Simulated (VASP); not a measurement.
Input of a VASP 6.6.1 run:

The input INCAR:

```
PREC     = Accurate       # precision mode
ENCUT    = 600            # plane-wave cutoff, eV
EDIFF    = 1E-7           # SCF threshold, eV
ISMEAR   = 0              # smearing method
SIGMA    = 0.1            # smearing width, eV
LREAL    = False          # projectors in reciprocal space
LASPH    = True           # aspherical terms in the spheres
NELM     = 60             # most SCF steps
ALGO     = Fast           # electronic algorithm
ISIF     = 3              # what is computed and relaxed
LWAVE    = False          # write WAVECAR
LCHARG   = False          # write CHGCAR
GGA      = PE             # functional
IBRION   = 2              # ionic algorithm
NSW      = 90             # ionic steps
EDIFFG   = -0.04          # ionic threshold
```

The input KPOINTS:

```
regular mesh
0
Gamma
  4 4 4
```

POSCAR

```
MgSe3
1.0
    4.7109755800      0.0000000000      0.0000000000
    0.0000000000      4.7109755800      0.0000000000
    0.0000000000      0.0000000000      4.7109755800
Mg Se
1 3
Direct
    0.0000000000      0.0000000000      0.0000000000
    0.0000000000      0.5000000000      0.5000000000
    0.5000000000      0.0000000000      0.5000000000
    0.5000000000      0.5000000000      0.0000000000
```

Potentials or basis: VASP PAW PBE potentials, release 64 (Mg, Se).

Launch:

```sh
$ cat potpaw_PBE.64/Mg/POTCAR potpaw_PBE.64/Se/POTCAR > POTCAR
$ mpirun -np 1 vasp_std > vasp.out
```

Question: Predict the band gap on the k mesh.

Answer: None (metal or under the smearing width).

Question: Estimate the relaxed volume.

Answer: 21.23 Å³/atom.

Question: Estimate the space group after relaxing (to 0.05 Å).

Answer: Pm-3m (No. 221).

Question: Estimate the relaxed cell.

Answer: a = 4.395 Å, b = 4.395 Å, c = 4.395 Å, α = 90.00°, β = 90.00°, γ = 90.00°.

The path:
| step | energy change (eV) | largest force (eV/Å) | pressure (GPa) | volume (Å³) |
| --- | --- | --- | --- | --- |
| 1 | 0.0000 | 0.0000 | -7.65 | 104.55 |
| 2 | -0.5565 | 0.0000 | -1.24 | 86.77 |
| 3 | -0.5643 | 0.0000 | -0.09 | 84.91 |

Caveat: the volume moved by over 15 % at a fixed basis, so the end points are rough.
